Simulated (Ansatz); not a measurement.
# Ir: the cost of one run

Program: Ansatz 0.2.0. Level of theory: DFT PBE, scalar-relativistic, plane waves, PAW. These are calculated values, not measurements.

2 further runs of the same task are left out: 1 that didn't finish, 1 set aside as unsound or not needed.

## (1) The starting structure

It takes space group Fm-3m (No. 225, cubic). The conventional cell has a = 3.873 Å, b = 3.873 Å, c = 3.873 Å, α = 90.00°, β = 90.00°, γ = 90.00°. Ir (site symmetry m-3m) is surrounded by 12 Ir at 2.74 Å.

As a file:

```
Ir
1.0
     0.00000    1.93649    1.93649
     1.93649    0.00000    1.93649
     1.93649    1.93649    0.00000
Ir
1
Cartesian
  0.0000 0.0000 0.0000
```

It is the result of an earlier relaxation at this level (volume 14.52 Å³/atom; gap on the mesh: none (metal)).

## (2) Phonons at rest

input.yaml

```yaml
crystal:
  lattice:
    - [0.0, 1.9364909273, 1.9364909273]
    - [1.9364909273, 0.0, 1.9364909273]
    - [1.9364909273, 1.9364909273, 0.0]
  atoms:
    - { symbol: Ir, position: [0.0, 0.0, 0.0] }
basis:
  ecutwfc: 420
kpoints:
  mp_grid: { grid: [20, 20, 20] }
hamiltonian:
  xc: pbe
scf:
  occupations: { method: fermi_dirac, width: 0.15 }
output:
  eigenvalues: true
phonons:
  method: dfpt
  eigenvectors: true
  qmesh: [2, 2, 2]
  temperatures: { t_max: 1000, t_step: 100 }
  qpath:
    path:
      - [[0.0, 0.0, 0.0], [0.5, 0.0, 0.5], [0.625, 0.25, 0.625]]
      - [[0.375, 0.375, 0.75], [0.0, 0.0, 0.0], [0.5, 0.5, 0.5], [0.5, 0.25, 0.75], [0.5, 0.0, 0.5]]
    npoints: 8
```

Command:

```
$ ansatz run input.yaml --threads 1 --pin off --max-ram 3072MiB --backend cpu --events-out ev --progress --plain --runs-dir out
```

**Question.** How long does this run take on 1 thread of Intel Xeon 6975P-C (Granite Rapids), shared host, and how much memory does it need?

About 54 s, with a peak of 1.2 GiB.
